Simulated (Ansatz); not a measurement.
# Si2Ge: what a guessed cell relaxes into

Where does this trial cell of Si2Ge go when cell and atoms are let free, and does the end survive a random kick?

Method: DFT PBE, scalar-relativistic, plane waves, PAW, in Ansatz 0.2.0.

### Step 1. Starting point

It takes space group P-3m1 (No. 164, trigonal). The conventional cell has a = 3.605 Å, b = 3.605 Å, c = 8.829 Å, α = 90.00°, β = 90.00°, γ = 120.00°. Si (site symmetry 3m) is surrounded by 4 Si at 2.21 Å. Si (site symmetry 3m) is surrounded by 3 Ge at 2.21 Å and 1 Si at 2.21 Å. Ge (site symmetry 3m) is surrounded by 3 Si at 2.21 Å and 1 Ge at 2.21 Å.

As a file:

```
Si Ge
1.0
     3.60461    0.00000    0.00000
    -1.80230    3.12168    0.00000
     0.00000    0.00000    8.82945
Si Ge
4 2
Cartesian
  0.0000 2.0811 4.7826
  1.8023 1.0406 1.8395
  0.0000 2.0811 6.9900
  1.8023 1.0406 4.0468
  0.0000 0.0000 7.7258
  0.0000 0.0000 1.1037
```

The start is an ordering of an alloy on its end members' structure types: elements ordered on the sites of the Sn type, Si/Ge on Sn (P-3m1, No. 164).

### Step 2. A first look at the guess

input.yaml

```yaml
crystal:
  lattice:
    - [3.60460809, 0.0, 0.0]
    - [-1.80230405, 3.12168218, 0.0]
    - [0.0, 0.0, 8.82945055]
  atoms:
    - { symbol: Si, position: [0.33333333, 0.66666667, 0.54166667] }
    - { symbol: Si, position: [0.66666667, 0.33333333, 0.20833333] }
    - { symbol: Si, position: [0.33333333, 0.66666667, 0.79166667] }
    - { symbol: Si, position: [0.66666667, 0.33333333, 0.45833333] }
    - { symbol: Ge, position: [0.0, 0.0, 0.875] }
    - { symbol: Ge, position: [0.0, 0.0, 0.125] }
basis:
  ecutwfc: 420
kpoints:
  mp_grid: { grid: [6, 6, 2] }
hamiltonian:
  xc: pbe
scf:
  occupations: { method: gaussian, width: 0.1 }
  lower_state_search: "off"
output:
  forces: true
  stress: true
  eigenvalues: true
```

On the command line:

```sh
ansatz run input.yaml --threads 1 --pin off --max-ram 2560MiB --backend cpu --events-out ev --progress --plain --runs-dir out
```

Further runs follow: coarse relaxation; final relaxation; reference for the kick test; random kick, then relaxation.

Q: Predict the outcome of this session. Wanted: conventional cell; volume; energy over the elements; gap on the mesh.

As calculated:

| quantity | value |
| --- | --- |
| symmetry at the end (tolerance 0.02 Å) | space group P-3m1 (No. 164) |
| conventional cell | a = 3.930 Å, b = 3.930 Å, c = 9.618 Å, α = 90.00°, β = 90.00°, γ = 120.00° |
| volume | 21.44 Å³/atom |
| energy over the elements | +0.01 eV/atom |
| gap on the mesh | 0.60 eV |

The space group P-3m1 (No. 164) is kept, and the volume per atom grows by 29.5 % from the first guess. The formation energy of this structure is too near zero to say whether it is bound against the elements. The kicked cell came back to the same energy, so the end is stable against the distortions that fit this cell and this draw; modes that don't fit the cell aren't tested.
